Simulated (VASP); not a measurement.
MgS (Niningerite), 2 atoms in the cell. The typed cell holds 2 atoms: a = 3.739 Å, b = 3.648 Å, c = 3.680 Å, α = 60.84°, β = 60.13°, γ = 58.76°. 

- Program: VASP 6.6.1
- Task: single point
- Functional: RPBE
- Dispersion: D3(BJ)
- Potentials or basis: VASP PAW PBE potentials, release 64 (Mg, S)
- Cutoff: 520 eV
- k mesh: 4 × 4 × 4
- Occupations: gaussian, width 0.01 eV
- Spin: no spin polarisation
- Dipole correction: no
- Further INCAR settings: ALGO = Normal; EDIFF = 1e-07; NBANDS = 11

Potentials or basis: VASP PAW PBE potentials, release 64 (Mg, S).

Launch:

```sh
$ cat potpaw_PBE.64/Mg/POTCAR potpaw_PBE.64/S/POTCAR > POTCAR
$ mpirun -np 1 vasp_std > vasp.out
```

Hardware: 1 thread of Intel(R) Xeon(R) Platinum 8488C (Sapphire Rapids) (shared host).

Q: Estimate the wall time of this run.

A: It took 21 s on 1 thread of Intel(R) Xeon(R) Platinum 8488C (Sapphire Rapids), on a shared host, peak memory 0.16 GiB. Counts: scf iterations 15, k points 36.
